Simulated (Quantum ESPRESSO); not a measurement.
Crystal: PbS (Galena).

```
Pb S
1.0
     0.00000    2.96575    2.96575
     2.96575    0.00000    2.96575
     2.96575    2.96575    0.00000
Pb S
1 1
Direct
  0.00000 0.00000 0.00000
  0.50000 0.50000 0.50000
```

Base run:

```yaml
Program: Quantum ESPRESSO 7.5
Functional: vdW-DF-cx
Potentials_or_basis: PseudoDojo 0.4.1 SR PBE standard
Cutoff: 762 eV
Density_cutoff: 3048 eV
k_mesh: 8 × 8 × 8
Occupations: fermi-dirac, width 0.05 eV
Spin: no spin polarisation
```

Its results: band gap on the k mesh 0.33 eV, direct; pressure -0.2 GPa.

The run is repeated on the same cell with these changes: functional from vdW-DF-cx to N12. What comes out?

Band gap on the k mesh 0.50 eV, direct; pressure 0.6 GPa.

Caveats: the potentials were made for another functional, which shifts forces and pressure; spin-orbit coupling is left out, which as a rule narrows the gap of such compounds by several tenths of an eV.
